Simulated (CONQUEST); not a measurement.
Cu:

```
CELL_PARAMETERS angstrom
2.75216 0.00000 0.00000
0.00000 2.88559 0.00000
0.00000 0.00000 2.88559
ATOMIC_POSITIONS crystal
Cu 0.00000 0.00000 0.00000
Cu 0.50000 0.50000 0.50000
```

This isn't the form of Cu at room conditions, which is fcc.

```yaml
Program: CONQUEST 1.3
Task: single point
Functional: PBE
Potentials_or_basis: PseudoDojo NC PBE, DZP, grid cutoff 150 Ha
k_mesh: 10 × 9 × 9
Occupations: fermi-dirac, width 0.05 eV
Spin: no spin polarisation
```

On this cell: pressure 7.6 GPa; largest force under 0.003 eV/Å; band gap on the k mesh none (metal or under the smearing width).

The same run follows on a disturbed copy (atoms of the box moved at random, drawn with an rms of 0.05 Å):

```xyz
2
Lattice="2.7522 0.0000 0.0000 0.0000 2.8856 0.0000 0.0000 0.0000 2.8856" Properties=species:S:1:pos:R:3 pbc="T T T"
Cu    0.0219    0.0255    0.0101
Cu    1.3616    1.4403    1.4242
```

Q: What changes?

A: The energy (extrapolated to zero smearing) moves by +5.1 meV/atom; pressure 7.9 GPa; largest force 0.387 eV/Å; band gap on the k mesh none (metal or under the smearing width).

Forces on the atoms (eV/Å):
```
Cu  -0.248 -0.209 -0.202
Cu   0.244  0.212  0.213
```

Stress tensor (GPa, compression positive):
```
6.57 0.04 0.07
0.04 8.56 0.18
0.07 0.18 8.59
```

Caveats: the basis of atomic orbitals isn't converged, which shifts pressures, moduli and gaps; the box holds several primitive cells, so bands are folded and the points are those of the box's own zone (some runs).
